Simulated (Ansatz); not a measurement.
Sb:

```
CELL_PARAMETERS angstrom
3.35453 0.00000 0.00000
-1.67727 2.90511 0.00000
0.00000 0.00000 5.47016
ATOMIC_POSITIONS crystal
Sb 0.66667 0.33333 0.75000
Sb 0.33333 0.66667 0.25000
```

This isn't the form of Sb at room conditions, which is rhombohedral.

- Program: Ansatz 0.2.0
- Task: relaxation of cell and atoms
- Functional: PBEsol
- Dispersion: D4
- Potentials or basis: Ansatz PAW
- Cutoff: 420 eV (not typed: the program's choice for these potentials)
- k mesh: 9 × 9 × 5
- Occupations: fermi-dirac, width 0.05 eV
- Spin: no spin polarisation

At the start: volume 26.65 Å³/atom.

Where does the relaxation end?

It ends after 5 steps and the volume is 25.22 Å³/atom (-5.4 %); space group P6_3/mmc (No. 194, to 0.05 Å).

The path:
```
step  energy change (eV)  largest force (eV/Å)  volume (Å³)
   1              0.0000                0.0000        53.31
   2             -0.0242                0.0000        48.96
   3             -0.0342                0.0000        50.61
   4             -0.0344                0.0000        50.44
   5             -0.0335                0.0000        50.44
```

Final structure:
```
Sb
1.0
     3.29456    0.00000    0.00000
    -1.64728    2.85317    0.00000
     0.00000    0.00000    5.36618
Sb
2
Direct
  0.66667 0.33333 0.75000
  0.33333 0.66667 0.25000
```

Caveat: the plane-wave basis is chosen anew once the cell has moved, so the energies of steps on either side of that aren't comparable; pairwise dispersion overbinds metals, which lowers pressure and volume; the PAW data sets come from PBE, with cores solved anew for the run's functional, which leaves a small shift of forces and pressure.
